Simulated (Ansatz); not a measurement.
**How far is PAW off for Te?**

```
Te
1.0
     4.19176   -2.34749    0.00000
     4.19176    2.34749    0.00000
    -0.12915    0.00000    3.95735
Te
3
Direct
  0.67600 0.67600 0.67500
  0.32400 0.32400 0.32500
  0.00000 0.00000 0.00000
```

Atom numbers follow the list: Te1, Te2, Te3.

The cell comes from COD entry 1533530, which wasn't checked; take it as a given geometry. The listed cell was then made from it by scaling, straining or moving an atom.

No spin–orbit coupling, which matters for the heavy atoms here.

Methods: DFT, LDA, PAW with Ansatz's default frozen-core files, scalar-relativistic (Ansatz 0.2.0); DFT, LDA, all-electron PAW with datasets made for the crystal, scalar-relativistic (Ansatz 0.2.0); DFT, LDA, all-electron LAPW, scalar-relativistic (Ansatz 0.2.0).

For PAW: a Γ-centred 8×8×8 k mesh, Fermi–Dirac smearing of 0.05 eV, cutoff 420 eV, no spin polarisation; the PAW files were made with PBE, and the program remakes their frozen cores for this functional. The crystal-made all-electron datasets (AE datasets) take a cutoff of 160 eV at this cell. LAPW targets a basis error of 1 meV/atom. The Ansatz runs share mesh, smearing and spin set-up. Plane-wave (PAW) pressures include the program's estimate of the Pulay term.

Stress and pressure are positive in compression.

The change that made this cell: equal xx and yy strain of -1 %.

Spin–orbit coupling is left out, which moves gradients at and beside heavy atoms by some per cent and at worst by a factor of two.

In a metal, gradients converge slowly with the k mesh: the values move by tens of per cent from one mesh to another, at times in sign, so only the comparison on one mesh counts.

```csv
quantity,PAW,AE datasets,LAPW
pressure (GPa),6.80,6.83,6.83
stress xx (GPa),6.56,6.60,6.61
stress yy (GPa),6.73,6.77,6.77
stress zz (GPa),7.10,7.12,7.12
stress xz (GPa),0.92,0.92,0.92
"force on Te1, x (eV/Å)",-0.466,-0.466,-0.466
field gradient Vzz at Te1 (10²¹ V/m²),-28.06,-28.11,–
field gradient Vzz at Te3 (10²¹ V/m²),-31.78,-31.83,–
```
